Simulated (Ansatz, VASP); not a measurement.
**TiS (linear Ti-S chain) in two plane-wave programs**

Wanted: the spread between two codes on one cell, functional and k mesh. The structure shown is the end of the Ansatz relaxation below.

Calculated with Ansatz 0.2.0; plane waves, with VASP 6.6.1 beside it; single point at PBE.

## Step 1: Set-up

The cell holds 2 atoms: 1 Ti and 1 S. Its edges and angles: a = 7.500 Å, b = 7.500 Å, c = 4.588 Å, α = 90.0°, β = 90.0°, γ = 90.0°. Vacuum lies along a and b. The structure's axis is c.

## Step 2: Ansatz: relaxation, PBE

Ansatz runs on its default PAW (the set named soft_2) files.

This run makes the geometry at which the two programs are then compared.

File input.yaml:

```yaml
crystal:
  lattice:
    - [7.5, 0.0, 0.0]
    - [0.0, 7.5, 0.0]
    - [0.0, 0.0, 5.141]
  atoms:
    - { symbol: Ti, position: [0.5, 0.5, 0.0], spin: 2.0 }
    - { symbol: S, position: [0.5, 0.5, 0.5] }
magnetization:
  spin_polarized: true
kpoints:
  mp_grid: { grid: [1, 1, 16] }
scf:
  occupations: { method: fermi_dirac, width: 0.05 }
hamiltonian:
  xc: pbe
relax:
  cell: { fix: [a, b, alpha, beta, gamma] }
  max_steps: 60
```

Started as:

```sh
> ansatz run input.yaml --threads 4 --pin off --max-ram 8192MiB --backend cpu --events-out ev --progress --plain --runs-dir out
```

Numbers of over 12 decimals in the logs are rounded to 6 here.

The log of the run:

```text
Engine: ansatz 0.2.0, aarch64-unknown-linux-gnu
Pseudopotentials: kind: paw
Pseudopotential: Ti, paw, valence charge 12, recommended cutoff 420 eV (normal), Ti.paw.azcp
Pseudopotential: S, paw, valence charge 6, recommended cutoff 420 eV (normal), S.paw.azcp
Functional definition: PBE
  parameter kappa = 0.804
  parameter beta = 0.066725
  exchange = pbe_x(kappa = kappa, mu = beta*pi^2/3)
  correlation = pbe_c(beta = beta)
Crystal: 2 atoms, lattice volume = 289.181 Å³
Basis set: ecut = 420 eV, 5689 PW (Γ), exchange–correlation on 108×108×72 points (8 copies of the dense FFT grid, shifted against one another)
Bands: 14, of which v1, the nominal top of the filled ones, is band 9 counted from 1 (8 counted from 0)
Symmetry: 16 space group operations
Space group: P4/mmm (ITA 123), of the structure as read, at distance tolerance 6.6e-5 Å
Magnetic group: BNS 123.339 (UNI 999), of the structure as read, at distance tolerance 6.6e-5 Å
k-points: 9 of 16
Non-local potential: Ti, projectors of the file, l = 0: 3, l = 1: 2, l = 2: 3, l = 3: 1
Non-local potential: S, projectors of the file, l = 0: 2, l = 1: 2, l = 2: 2
PAW form: soft (Blöchl's): semilocal exchange-correlation on the pseudo side does not see the compensation charge
PAW one-centre angular grid: Ti, 590 points (default); XC on 64 Gauss nodes
PAW one-centre angular grid: S, 110 points (default); XC on 64 Gauss nodes
Initial density: superposition of atomic densities (neutral atoms: chi_scale 0, normalization atom)
Starting moments: Σ|m| = 2 μB on 1 of 2 sites
Initial wavefunctions: pseudopotential atomic-orbital guess
Functional: x = pbe(κ = 0.804, μ = 0.219515), c = pbe(β = 0.066725)
SCF iter   1: F=—  HF=-3400.877510 eV  |F-HF|=—  |Δ(HF+E_count)|=         —  Δρ=1.15e-2 (↑1.09e-2 ↓1.15e-2)  dr2=4.23e0  dr2_m=2.60e-2  M=2.000 μB ∫|m|=2.108 μB  β_m=0.30  ethr=3.10e-3  ⟨swp⟩=5.7  Hψ=1346  notcnv=0
Mixer restart at iter 1: flushing history
preconditioner: auto → LDOS  [metal: Δε(μ)=0.005 eV  Ē_g=4.073 eV  σ=0.050 eV  W_gap=0.03  n_scr=30 (ndim 8)  ℏωp=6.2 eV  f_vac=0.594  D(μ)=13.05/eV (n_scr^D=112)]
spin=Collinear: LDOS preconditioning applied to the charge; magnetization (m = ρ↑ − ρ↓) channel mixes plain (no charge-response kernel on spin).
SCF iter   2: F=—  HF=-3400.214828 eV  |F-HF|=—  |Δ(HF+E_count)|=   6.63e-1  Δρ=1.08e-2 (↑1.08e-2 ↓7.39e-3)  dr2=1.56e0  dr2_m=7.16e-2  M=2.000 μB ∫|m|=2.198 μB  β_m=0.51  ethr=3.10e-3  ⟨swp⟩=2.0  Hψ=556  notcnv=0  defer=6
SCF iter   3: F=—  HF=-3400.109178 eV  |F-HF|=—  |Δ(HF+E_count)|=   1.06e-1  Δρ=6.33e-3 (↑6.33e-3 ↓2.53e-3)  dr2=7.14e-2  dr2_m=3.37e-2  M=2.000 μB ∫|m|=2.364 μB  β_m=0.65  ethr=3.10e-3  ⟨swp⟩=2.2  Hψ=430  notcnv=0  defer=6
SCF iter   4: F=—  HF=-3400.186845 eV  |F-HF|=—  |Δ(HF+E_count)|=         —  Δρ=2.68e-3 (↑2.68e-3 ↓7.56e-4)  dr2=1.49e-2  dr2_m=5.96e-3  M=2.000 μB ∫|m|=2.347 μB  β_m=0.65  ethr=3.97e-4  ⟨swp⟩=2.9  Hψ=564  notcnv=0  defer=6
Mixer restart at iter 4: flushing history
SCF iter   5: F=—  HF=-3400.193881 eV  |F-HF|=—  |Δ(HF+E_count)|=   7.04e-3  Δρ=1.20e-3 (↑1.20e-3 ↓4.87e-4)  dr2=2.84e-3  dr2_m=1.20e-3  M=2.000 μB ∫|m|=2.349 μB  β_m=0.75  ethr=8.28e-5  ⟨swp⟩=2.1  Hψ=422  notcnv=0  defer=6
SCF iter   6: F=—  HF=-3400.198251 eV  |F-HF|=—  |Δ(HF+E_count)|=   4.37e-3  Δρ=4.51e-4 (↑4.51e-4 ↓1.90e-4)  dr2=8.49e-4  dr2_m=1.84e-4  M=2.000 μB ∫|m|=2.339 μB  β_m=0.76  ethr=1.58e-5  ⟨swp⟩=2.3  Hψ=458  notcnv=0  defer=6
SCF iter   7: F=—  HF=-3400.198442 eV  |F-HF|=—  |Δ(HF+E_count)|=   1.92e-4  Δρ=7.93e-5 (↑7.93e-5 ↓7.59e-5)  dr2=1.36e-5  dr2_m=1.30e-5  M=2.000 μB ∫|m|=2.335 μB  β_m=0.78  ethr=4.72e-6  ⟨swp⟩=2.3  Hψ=381  notcnv=0  defer=6
SCF iter   8: F=—  HF=-3400.198476 eV  |F-HF|=—  |Δ(HF+E_count)|=   3.42e-5  Δρ=2.57e-5 (↑2.35e-5 ↓2.57e-5)  dr2=1.93e-6  dr2_m=1.31e-6  M=2.000 μB ∫|m|=2.334 μB  β_m=0.88  ethr=7.56e-8  ⟨swp⟩=2.0  Hψ=431  notcnv=0  defer=6
SCF iter   9: F=—  HF=-3400.198479 eV  |F-HF|=—  |Δ(HF+E_count)|=   2.27e-6  Δρ=9.42e-6 (↑9.42e-6 ↓3.10e-6)  dr2=2.01e-7  dr2_m=8.17e-8  M=2.000 μB ∫|m|=2.333 μB  β_m=0.89  ethr=1.07e-8  ⟨swp⟩=2.5  Hψ=419  notcnv=0  defer=6
SCF iter  10: F=—  HF=-3400.198479 eV  |F-HF|=—  |Δ(HF+E_count)|=   2.33e-8  Δρ=8.94e-7 (↑8.55e-7 ↓8.94e-7)  dr2=1.76e-9  dr2_m=1.70e-9  M=2.000 μB ∫|m|=2.333 μB  β_m=0.95  ethr=1.11e-9  ⟨swp⟩=2.1  Hψ=397  notcnv=0  defer=6
SCF iter  11: F=-3400.198479 eV  HF=-3400.198479 eV  |F-HF|=2.86e-11  |Δ(HF+E_count)|=   2.11e-9  Δρ=1.55e-7 (↑1.28e-7 ↓1.55e-7)  dr2=3.44e-11  dr2_m=4.40e-11  M=2.000 μB ∫|m|=2.333 μB  ethr=9.77e-12  ⟨swp⟩=1.0  Hψ=749  notcnv=0
SCF 1 converged in 11 iterations: F = -3400.198479 eV  dr2 = 3.44e-11
  greatest PAW one-centre occupation: 0.999 electrons in one spin orbital (limit 2), on the Ti atom at site 0 (counted from 0), in its partial waves of l = 0
[...]
SCF iter   5: F=—  HF=-3400.903968 eV  |F-HF|=—  |Δ(HF+E_count)|=   3.67e-6  Δρ=2.03e-5 (↑2.03e-5 ↓8.54e-6)  dr2=2.01e-6  dr2_m=1.19e-7  M=2.000 μB ∫|m|=2.201 μB  β_m=0.86  ethr=6.93e-8  ⟨swp⟩=2.1  Hψ=402  notcnv=0
SCF iter   6: F=—  HF=-3400.903971 eV  |F-HF|=—  |Δ(HF+E_count)|=   2.50e-6  Δρ=2.86e-6 (↑2.65e-6 ↓2.86e-6)  dr2=1.23e-7  dr2_m=3.40e-9  M=2.000 μB ∫|m|=2.201 μB  β_m=0.93  ethr=1.11e-8  ⟨swp⟩=2.0  Hψ=411  notcnv=0
SCF iter   7: F=-3400.903971 eV  HF=-3400.903971 eV  |F-HF|=8.65e-9  |Δ(HF+E_count)|=   2.92e-7  Δρ=8.69e-7 (↑8.69e-7 ↓5.56e-7)  dr2=6.95e-9  dr2_m=2.87e-10  M=2.000 μB ∫|m|=2.201 μB  ethr=6.85e-10  ⟨swp⟩=2.0  Hψ=879  notcnv=0
SCF 4 converged in 7 iterations: F = -3400.903971 eV  dr2 = 6.95e-9
relax step   4: F+E_penalty+E_count = -3400.90397119 eV  Δ(F+E_penalty+E_count) = -7.267e-3 eV  max|allowed force component| = 1.925e-28 eV/Å  Δτ_max = 0.0000 Å  P = +0.079 GPa  Ω = 257.055 Å³  energy of the carried Pulay correction = +3.194e-4 eV  fix = [a, b, alpha, beta, gamma]  reactions: a -0.062, b -0.062 GPa  (7 SCF iters, dr2 threshold 2.00e-7 eV, accepted)
[...]
relax step   5: F+E_penalty+E_count = -3400.90513239 eV  Δ(F+E_penalty+E_count) = -1.161e-3 eV  max|allowed force component| = 6.311e-30 eV/Å  Δτ_max = 0.0000 Å  P = -0.039 GPa  Ω = 258.097 Å³  energy of the carried Pulay correction = +3.080e-4 eV  fix = [a, b, alpha, beta, gamma]  reactions: a -0.060, b -0.060 GPa  (7 SCF iters, dr2 threshold 2.00e-7 eV, accepted)
[...]
relax step   6: F+E_penalty+E_count = -3400.90455626 eV  Δ(F+E_penalty+E_count) = +5.761e-4 eV  max|allowed force component| = 1.341e-29 eV/Å  Δτ_max = 0.0000 Å  P = -0.038 GPa  Ω = 258.097 Å³  fix = [a, b, alpha, beta, gamma]  reactions: a -0.059, b -0.059 GPa  stress off target by 5.18e-3 GPa on what of the cell is left free  SCF on the basis re-selected at this cell (its energy is not comparable with the rows above)  (9 SCF iters)
basis re-selected at this cell: Δ(F+E_penalty+E_count) = +5.761e-4 eV, ΔP = +0.001 GPa vs the last step (what re-selecting the basis moved, of the pressure what is left beyond the Pulay correction that the steps carried, after the strain that the cell walked since its last selection, with what the two solves' SCF thresholds leave and, on support functions, any second-order correction that the steps lacked; it is no measure of the basis error at this ecutwfc). The dense FFT grid was sized anew with the basis: this SCF ran on 54×54×32 points, the steps before it on 54×54×36, so part of this shift can come from that change (see relax.cell in the input reference). [rest of the remark cut]
SCF converged after 9 iterations
Magnetization: 2.0000 μB (10.0000 up, 8.0000 down)
Absolute magnetization: 2.2037 μB (∫|ρ↑−ρ↓|, with the PAW one-centre terms)
Spin contamination: 0.0121 ħ² per cell (⟨S²⟩ above its minimum at these occupations)
Per-site moments (μB) at R_I (Å): [(1.221861, 0.946357), (-0.076036, 0.946357)]
Free energy (F): -3400.904556 eV
Harris-Foulkes:  -3400.904556 eV  (|F-HF|=4.55e-13)
Internal energy: -3400.894523 eV  (E = F + TS)
E sigma→0 (E₀):  -3400.899540 eV
Entropy (-TS):   -0.010033 eV (-5.017 meV/atom)
Fermi energy:    -2.207427 eV
--- Per-component energies (eV) ---
  E_band       = -397.532786
  E_kinetic    = 375.921571
  E_local      = -2872.518643  (includes V_loc(G=0)·N_el)
  E_nonlocal   = 40.211125
  E_hartree    = 1220.903458
  E_xc         = -191.569275
  E_vxc        = -205.079552  (∫ρ·V_xc dr)
  E_paw        = -1649.534917  (= ΣΔE_a)
  E_vpaw       = -177.874360  (= ΣTr[D̂ρ^β])
  E_aug_tail   = 0.000122  (compensation charges beyond the density's cutoff)
  E_ewald      = -324.307964
  E_smearing   = -0.010033  (= −TS)
  E_closure    = -0.000000  (closes the sum)
  Σ components = -3400.904556   (vs F -3400.904556, Δ=0.00e0)
--- Forces (eV/Å), atoms counted from 1 ---
  atom   1  Ti     0.00000000     0.00000000     0.00000000
  atom   2  S      0.00000000    -0.00000000     0.00000000
  max |Σ_I F_I| component: 2.37e-29 eV/Å
--- Stress (GPa, compression-positive) ---
       -0.059058       0.000000       0.000000
        0.000000      -0.059058       0.000000
        0.000000       0.000000       0.005183
  P = ⅓ Tr σ = -0.0376 GPa (-0.376 kbar)
--- Relaxed structure (5 steps of the walk, 5 accepted, 1 SCFs on fresh bases) ---
  F+E_penalty+E_count = -3400.90455626 eV   max|allowed force component| = 1.341e-29 eV/Å   (the final SCF, on the basis selected at the relaxed cell)
  cell:  # Å, volume = 258.0974 Å³
    - [7.5, 0.0, 0.0]
    - [0.0, 7.5, 0.0]
    - [0.0, 0.0, 4.588398]
  atoms:
    - { symbol: Ti, position: [0.5, 0.5, 0.0] }
    - { symbol: S, position: [0.5, 0.5, 0.5] }
```

Reading the cycles: dr2 is the Hartree energy of the density residual (eV), the measure of convergence; HF is the Harris–Foulkes estimate of the energy, which meets the free energy F at convergence.

## Step 3: VASP: single point, PBE

The same cell, functional, mesh and smearing now go to VASP, with its own data sets.

Lines of VASP's logs that name or quote its potential files are left out, and so is its time.

File INCAR:

```
SYSTEM = TiS
PREC = Accurate
ENCUT = 500
EDIFF = 1E-06
NELM = 200
ISMEAR = -1
SIGMA = 0.05
LREAL = .FALSE.
ALGO = Normal
GGA = PE
NBANDS = 17
ISPIN = 2
MAGMOM = 1.22 -0.08
LASPH = .TRUE.
LMAXMIX = 4
LORBIT = 11
LWAVE = .FALSE.
LCHARG = .FALSE.
ISIF = 2
GGA_COMPAT = .FALSE.
```

File POSCAR:

```
TiS
1.0
    7.5000000000      0.0000000000      0.0000000000
    0.0000000000      7.5000000000      0.0000000000
    0.0000000000      0.0000000000      4.5883978946
Ti S
1 1
Direct
    0.5000000000      0.5000000000      0.0000000000
    0.5000000000      0.5000000000      0.5000000000
```

File KPOINTS:

```
Automatic mesh
0
Gamma
1 1 16
0 0 0
```

Potentials, in the order of the species: Ti_sv and S (PBE family, release 64).

Started as:

```sh
> mpirun -np 1 vasp_std
```

The log of the run:

```text
[banner, memory and clock lines left out]
running    1 mpi-ranks, on    1 nodes
 distrk:  each k-point on    1 cores,    1 groups
 distr:  one band on    1 cores,    1 groups

 POSCAR found type information on POSCAR TiS
 POSCAR found :  2 types and       2 ions
 LDA part: xc-table for (Slater+PW92), standard interpolation
 POSCAR, INCAR and KPOINTS ok, starting setup
 FFT: planning ... GRIDC
 FFT: planning ... GRID_SOFT
 FFT: planning ... GRID
 WAVECAR not read
 entering main loop
       N       E                     dE             d eps       ncg     rms          rms(c)
DAV:   1     0.958647013330E+02    0.95865E+02   -0.80653E+03   756   0.747E+02
DAV:   2     0.568869172167E+01   -0.90176E+02   -0.85581E+02   745   0.184E+02
DAV:   3    -0.125007850431E+02   -0.18189E+02   -0.17889E+02  1103   0.692E+01
DAV:   4    -0.136312861460E+02   -0.11305E+01   -0.11200E+01   806   0.162E+01
DAV:   5    -0.137164267498E+02   -0.85141E-01   -0.85096E-01   882   0.376E+00    0.105E+01
DAV:   6    -0.112469999992E+02    0.24694E+01   -0.19227E+01   809   0.301E+01    0.102E+01
DAV:   7    -0.108359952786E+02    0.41100E+00   -0.23172E+00   734   0.172E+01    0.373E+00
DAV:   8    -0.108486546293E+02   -0.12659E-01   -0.58653E-01   780   0.400E+00    0.262E+00
DAV:   9    -0.109586685307E+02   -0.11001E+00   -0.20535E-01   706   0.343E+00    0.242E+00
DAV:  10    -0.109451129034E+02    0.13556E-01   -0.31922E-02   802   0.145E+00    0.197E+00
DAV:  11    -0.110985187164E+02   -0.15341E+00   -0.10106E-01   705   0.233E+00    0.781E-01
DAV:  12    -0.111168161061E+02   -0.18297E-01   -0.13731E-02   644   0.104E+00    0.197E-01
DAV:  13    -0.111187324502E+02   -0.19163E-02   -0.24288E-03   770   0.355E-01    0.995E-02
DAV:  14    -0.111190375183E+02   -0.30507E-03   -0.68601E-04   683   0.137E-01    0.524E-02
DAV:  15    -0.111194519781E+02   -0.41446E-03   -0.18402E-04   681   0.119E-01    0.272E-02
DAV:  16    -0.111199431345E+02   -0.49116E-03   -0.20271E-04   666   0.881E-02    0.184E-02
DAV:  17    -0.111201276256E+02   -0.18449E-03   -0.74389E-05   684   0.446E-02    0.133E-02
DAV:  18    -0.111202729417E+02   -0.14532E-03   -0.30564E-05   778   0.396E-02    0.668E-03
DAV:  19    -0.111202394474E+02    0.33494E-04   -0.15152E-05   651   0.211E-02    0.350E-03
DAV:  20    -0.111203875007E+02   -0.14805E-03   -0.51708E-05   572   0.241E-02    0.168E-03
DAV:  21    -0.111204153466E+02   -0.27846E-04   -0.76799E-06   600   0.100E-02    0.160E-03
DAV:  22    -0.111204163901E+02   -0.10435E-05   -0.29208E-07   616   0.317E-03    0.436E-04
DAV:  23    -0.111204171106E+02   -0.72057E-06   -0.16641E-07   567   0.202E-03
   1 F= -.11120417E+02 E0= -.11115371E+02  d E =-.100912E-01  mag=     2.0000
```

Parts of OUTCAR (step 3):

```text
ion  position               nearest neighbor table
   1  0.500  0.500  0.000-   2 2.29   2 2.29
   2  0.500  0.500  0.500-   1 2.29   1 2.29

  LATTYP: Found a simple tetragonal cell.
 ALAT       =     7.5000000000
 C/A-ratio  =     0.6117863859

 Subroutine GETGRP returns: Found 16 space group operations
 (whereof 16 operations were pure point group operations)

The static configuration has the point symmetry D_4h.

 Found      9 irreducible k-points:

   k-points           NKPTS =      9   k-points in BZ     NKDIM =      9   number of bands    NBANDS=     17

   dimension x,y,z NGX =    56 NGY =   56 NGZ =   36
   dimension x,y,z NGXF=   112 NGYF=  112 NGZF=   72

   ENCUT  =  500.0 eV  36.75 Ry    6.06 a.u.  13.67 13.67  8.37*2*pi/ulx,y,z

   NELECT =      18.0000    total number of electrons

 k-points in reciprocal lattice and weights: Automatic mesh
   0.00000000  0.00000000  0.00000000       0.062
   0.00000000  0.00000000  0.06250000       0.125
   0.00000000  0.00000000  0.12500000       0.125
   0.00000000  0.00000000  0.18750000       0.125
   0.00000000  0.00000000  0.25000000       0.125
   0.00000000  0.00000000  0.31250000       0.125
   0.00000000  0.00000000  0.37500000       0.125
   0.00000000  0.00000000  0.43750000       0.125
   0.00000000  0.00000000  0.50000000       0.062

 average (electrostatic) potential at core
       1 -83.9150       2 -93.7615

 E-fermi :  -2.6420

 spin component 1
 k-point     1 :       0.0000    0.0000    0.0000
  band No.  band energies     occupation
    ...
      6      -5.1485      1.00000
      7      -4.7480      1.00000
      8      -4.7480      1.00000
      9      -3.0873      0.99986
     10      -3.0641      0.99978
     11      -2.5501      0.13725
     12      -2.5500      0.13709
     13      -2.1822      0.00010
     14      -0.1849      0.00000
     15       1.8225      0.00000
    ...

 k-point     2 :       0.0000    0.0000    0.0625
  band No.  band energies     occupation
    ...
      6      -5.2823      1.00000
      7      -4.7828      1.00000
      8      -4.7828      1.00000
      9      -3.0652      0.99979
     10      -3.0622      0.99978
     11      -2.4846      0.04118
     12      -2.4845      0.04113
     13      -2.1800      0.00010
     14      -0.0665      0.00000
     15       1.8306      0.00000
    ...

 k-point     3 :       0.0000    0.0000    0.1250
  band No.  band energies     occupation
    ...
      6      -5.6267      1.00000
      7      -4.8741      1.00000
      8      -4.8741      1.00000
      9      -3.0566      0.99975
     10      -3.0139      0.99941
     11      -2.3023      0.00112
     12      -2.3023      0.00112
     13      -2.1734      0.00009
     14       0.2298      0.00000
     15       1.8010      0.00000
    ...

 k-point     4 :       0.0000    0.0000    0.1875
  band No.  band energies     occupation
    ...
      6      -6.0743      1.00000
      7      -4.9937      1.00000
      8      -4.9936      1.00000
      9      -3.0484      0.99970
     10      -2.9533      0.99803
     11      -2.1636      0.00007
     12      -2.0337      0.00001
     13      -2.0337      0.00001
     14       0.5812      0.00000
     15       1.7293      0.00000
    ...

 k-point     5 :       0.0000    0.0000    0.2500
  band No.  band energies     occupation
    ...
      6      -6.5381      1.00000
      7      -5.1162      1.00000
      8      -5.1162      1.00000
      9      -3.0386      0.99964
     10      -2.8925      0.99337
     11      -2.1520      0.00006
     12      -1.7090      0.00000
     13      -1.7090      0.00000
     14       0.9027      0.00000
     15       1.5915      0.00000
    ...

 k-point     6 :       0.0000    0.0000    0.3125
  band No.  band energies     occupation
    ...
      6      -6.9577      1.00000
      7      -5.2243      1.00000
      8      -5.2243      1.00000
      9      -3.0288      0.99956
     10      -2.8363      0.97988
     11      -2.1404      0.00004
     12      -1.3546      0.00000
     13      -1.3545      0.00000
     14       1.1841      0.00000
     15       1.3783      0.00000
    ...

  Total       -0.1130046     -0.1130046      0.0078863      0.0000000     -0.0000000      0.0000000
  in kB       -0.7014926     -0.7014926      0.0489551      0.0000000     -0.0000000      0.0000000
  external PRESSURE =      -0.4513434 kB  Pullay stress =       0.0000000 kB

  energy-cutoff  :      500.00
  volume of cell :      258.10
      direct lattice vectors                 reciprocal lattice vectors
     7.500000000  0.000000000  0.000000000     0.133333333  0.000000000  0.000000000
     0.000000000  7.500000000  0.000000000     0.000000000  0.133333333  0.000000000
     0.000000000  0.000000000  4.588397895     0.000000000  0.000000000  0.217940994

 POSITION                                       TOTAL-FORCE (eV/Angst)
 -----------------------------------------------------------------------------------
      3.75000      3.75000      0.00000         0.000000      0.000000      0.000000
      3.75000      3.75000      2.29420         0.000000      0.000000      0.000000
 -----------------------------------------------------------------------------------
    total drift:                                0.000000      0.000000      0.000000

  FREE ENERGIE OF THE ION-ELECTRON SYSTEM (eV)
  ---------------------------------------------------
  free  energy   TOTEN  =       -11.1204171106 eV

  energy  without entropy=      -11.1103258842  energy(sigma->0) =      -11.11537150

 total charge
# of ion       s       p       d       tot
------------------------------------------
    1        2.187   6.058   1.903  10.148
    2        1.331   2.448   0.000   3.779
--------------------------------------------------
tot          3.518   8.505   1.903  13.926

 magnetization (x)
# of ion       s       p       d       tot
------------------------------------------
    1        0.085   0.006   1.351   1.442
    2       -0.005  -0.082   0.000  -0.086
--------------------------------------------------
tot          0.080  -0.076   1.351   1.356

[... 6 further parts left out ...]
```

The cell holds one magnetic atom, so no antiferromagnetic order fits into it.

## Step 4: Side by side

Known differences besides the potentials themselves: VASP starts from the moments at which Ansatz ended; the cutoff is 420 eV in Ansatz and 500 eV in VASP; Ansatz's pressure holds a Pulay correction, VASP's none; site moments are counted in spheres of each program's own size. Total energies have different zeros and are not compared.

Both answers:

```csv
quantity,Ansatz,VASP,difference
pressure (GPa),-0.04,-0.05,+0.01
total moment (μB),2.00,2.00,0.00
moment on Ti1 (μB),1.22,1.44,-0.22
moment on S2 (μB),-0.08,-0.09,+0.01
```

## Step 5: Results

```
difference in total moment (single point, PBE) : 0 μB
```

The difference in total moment is 0 μB (single point, PBE). Such differences can come from data sets, numerical settings and the points named under the comparisons, not from the functional's error against experiment.

[Lines on the potential files, build, host, timing and source positions are cut from VASP's logs without a mark.]

[Logs are printed without paths, hosts, clocks, repeated set-up lines and the standing remarks that a program may print on its own settings, such as how far it seeks lower states.]

[Hosts, paths, dates, database ids (printed as entryN), source tags and the programs' standing remarks are cut or masked in the printed files.]
